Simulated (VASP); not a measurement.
Here is a VASP 6.6.1 calculation.

File INCAR:

```
SYSTEM = CoO
ALGO = Fast ; EDIFF = 1E-6
EDIFFG = -0.01 ; ENCUT = 600
GGA = PE ; IBRION = 2
ISIF = 3 ; ISMEAR = -1
ISPIN = 2 ; IVDW = 11
LASPH = .True. ; LCHARG = .False.
LMAXMIX = 4 ; LORBIT = 11
LREAL = .False. ; LWAVE = .False.
MAGMOM = 2 0 ; NELM = 120
NSW = 60 ; PREC = Accurate
SIGMA = 0.05
```

The input KPOINTS:

```
k-points
0
Gamma
  8 8 7
  0 0 0
```

Contents of POSCAR:

```
CoO
1.0
    2.8284500000      0.0000000000      0.0000000000
   -1.4142300000      2.4495100000      0.0000000000
    0.0000000000      0.0000000000      2.7217200000
Co O
1 1
Direct
    0.0000000000      0.0000000000      0.5000000000
    0.6666700000      0.3333300000      0.0000000000
```

Potentials or basis: VASP PAW PBE potentials, release 64 (Co, O).

Launch:

```sh
$ cat potpaw_PBE.64/Co/POTCAR potpaw_PBE.64/O/POTCAR > POTCAR
$ mpirun -np 1 vasp_std > vasp.out
```

What does it give for the space group after relaxing (to 0.05 Å)?

P-6m2 (No. 187).

Estimate the net moment.

3.00 μB per cell.

Estimate the relaxed volume.

9.25 Å³/atom.

Stress tensor (GPa, compression positive):
```
-0.10  0.00  0.00
 0.00 -0.10  0.00
 0.00  0.00  0.10
```

Caveat: a cell with one magnetic atom can't hold antiferromagnetic order, which such compounds often take; pairwise dispersion overbinds metals, which lowers pressure and volume.
